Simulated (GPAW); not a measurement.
**Sn: relaxation of cell and atoms with PBEsol+D4**

Crystal: Sn.

```
Sn
1.0
    -2.94014    2.94014    1.59930
     2.94014   -2.94014    1.59930
     2.94014    2.94014   -1.59930
Sn
2
Direct
  0.00000 0.00000 0.00000
  0.75000 0.25000 0.50000
```

| Quantity | Value |
| --- | --- |
| Program | GPAW 26.7.0 |
| Task | relaxation of cell and atoms |
| Functional | PBEsol |
| Dispersion | D4 |
| Potentials or basis | PAW data sets generated in the run's folder for this functional |
| Cutoff | 600 eV |
| Basis | pw |
| k mesh | 7 × 7 × 7 |
| Occupations | fermi-dirac, width 0.05 eV |
| Spin | no spin polarisation |
| Maxiter | 150 |
| Optimizer | BFGS |
| Fmax | 0.02 eV/Å |
| Max steps | 60 |
| Convergence | density=1e-05 forces=0.0001 |

The relaxed volume is 25.99 Å³/atom. The relaxed cell is a = 4.355 Å, b = 4.355 Å, c = 4.355 Å, α = 97.54°, β = 97.54°, γ = 137.52° and the space group after relaxing (to 0.05 Å) is I4_1/amd (No. 141). The energy gained by relaxing is 18.2 meV/atom, the ionic steps are 6 and the pressure after relaxing is 0.0 GPa. The band gap on the k mesh is none (metal or under the smearing width) and the dispersion energy per atom is -0.256 eV.

The path:
| step | energy change (eV) | largest force (eV/Å) | pressure (GPa) | volume (Å³) |
| --- | --- | --- | --- | --- |
| 1 | 0.0000 | 0.0000 | -3.24 | 55.30 |
| 2 | -0.0122 | 0.0000 | -2.69 | 54.64 |
| 3 | -0.0358 | 0.0000 | 0.30 | 51.73 |
| 4 | -0.0360 | 0.0000 | 0.00 | 51.99 |
| 5 | -0.0361 | 0.0000 | 0.00 | 51.99 |
| 6 | -0.0364 | 0.0000 | 0.01 | 51.98 |

Final structure:
```
Sn
1.0
    -2.87005    2.87005    1.57773
     2.87005   -2.87005    1.57773
     2.87005    2.87005   -1.57773
Sn
2
Cartesian
  0.0000 0.0000 0.0000
  0.0000 2.8700 0.7889
```

Levels at points of the mesh, in eV from the Fermi level:
```
           k point  band 11  band 12  band 13  band 14  band 15  band 16  band 17  band 18
(0.00, 0.00, 0.00)   -11.42    -3.37    -2.03    -2.03     2.96     6.54     6.54     7.02
```

It took 4.7 min on 1 thread of AMD EPYC 7571, with other jobs on the host, peak memory 0.26 GiB.

Caveat: later steps reuse the first step's grids; pairwise dispersion overbinds metals, which lowers pressure and volume.
